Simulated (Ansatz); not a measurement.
Suppose MgO takes space group P6_3/mmc (No. 194), with Mg on 4f; O on 2a and 2d. Recipe of this trial structure of MgO: 6-connected net, two elements alternating.

Level of theory: DFT PBE, scalar-relativistic, plane waves, PAW (Ansatz). Cutoff 420 eV, Γ-centred mesh, Gaussian smearing, no spin polarisation.

Energies over the elements count from the elements' standard structures at the same level (O₂ as a molecule), with no fitted energy shifts.

Task: Predict the relaxed structure.

Result:

Space group P6_3/mmc (No. 194). a = 2.982 Å, b = 2.982 Å, c = 10.078 Å, α = 90.00°, β = 90.00°, γ = 120.00°
```
atom  site  symmetry       x       y       z
  Mg    4f       3m.  0.6667  0.3333  0.8781
   O    2a      -3m.  0.0000  0.0000  0.0000
   O    2d      -6m2  0.6667  0.3333  0.2500
```

Mg has 6 O at 2.12–2.15 Å and 1 Mg at 2.58 Å; around O on a site of symmetry -3m lie 6 Mg at 2.12 Å; O on a site of symmetry -6m2 has 6 Mg at 2.15 Å. Another local minimum with the same sites may exist.

Task: And its energy and gap?

Result: The energy over the elements is −2.609 eV/atom. The gap on the 12×12×4 mesh of the 8-atom cell is 4.17 eV. Whether it is stable depends on the other phases of the system, which aren't compared here.

The last run used Gaussian smearing of 0.02 eV. Kohn–Sham gaps at this level usually fall short of measured ones. A structure relaxed within its symmetry needn't be a true minimum.
